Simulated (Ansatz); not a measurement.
# GaSb: the cost of one run

Program: Ansatz 0.2.0. Level of theory: DFT LDA, scalar-relativistic, plane waves, PAW. These are calculated values, not measurements.

16 further runs of the same task are left out: 16 set aside as unsound or not needed.

## (1) Starting point

It takes space group Immm (No. 71, orthorhombic). Conventional cell: a = 3.152 Å, b = 5.011 Å, c = 5.608 Å, α = 90.00°, β = 90.00°, γ = 90.00°. Ga (site symmetry mmm) has 6 Sb at 2.80 to 2.96 Å and 2 Ga at 3.15 Å as nearest neighbours. Around Sb (site symmetry mmm) lie 6 Ga at 2.80 to 2.96 Å and 2 Sb at 3.15 Å.

Coordinates:

```
Ga Sb
1.0
    -1.57592    2.50554    2.80413
     1.57592   -2.50554    2.80413
     1.57592    2.50554   -2.80413
Ga Sb
1 1
Cartesian
  0.0000 0.0000 0.0000
  0.0000 0.0000 2.8041
```

It goes back to an entry of the Materials Project, which need not be the stable form.

This cell was relaxed beforehand with the same method: volume 22.14 Å³/atom, gap on the mesh none (metal).

## (2) Plan of the line

The energy is mapped over volume and the cell's shape.

- volume per atom: 7 values from 18.60 to 25.69 Å³
- stretch along a over the lengths across it, relative to the relaxed cell: 7 values from 0.923 to 1.083

Nothing else is relaxed (symmetry fixes all fractional coordinates). Energies count from the relaxed crystal. Points are written as (first, second).

## (3) Grid point (20.96 Å³, 0.923)

Input file input.yaml:

```yaml
crystal:
  lattice:
    - [-1.4668912216, 2.5267627393, 2.8278805775]
    - [1.4668912216, -2.5267627393, 2.8278805775]
    - [1.4668912216, 2.5267627393, -2.8278805775]
  atoms:
    - { symbol: Ga, position: [0.0, 0.0, 0.0] }
    - { symbol: Sb, position: [0.5, 0.5, 0.0] }
basis:
  ecutwfc: 420
kpoints:
  mp_grid: { grid: [18, 18, 18] }
hamiltonian:
  xc: lda
  pseudopotentials: { kind: paw, azcp: { folder: soft_1 } }
scf:
  occupations: { method: gaussian, width: 0.15 }
output:
  forces: true
  stress: true
  eigenvalues: true
```

The run is started by

```console
ansatz run input.yaml --threads 2 --pin off --max-ram 4096MiB --backend cpu --events-out ev --progress --plain --runs-dir out
```

What time and memory should one allow on 2 threads of Arm Neoverse N1, shared host?

About 36 s, with a peak of 0.74 GiB.
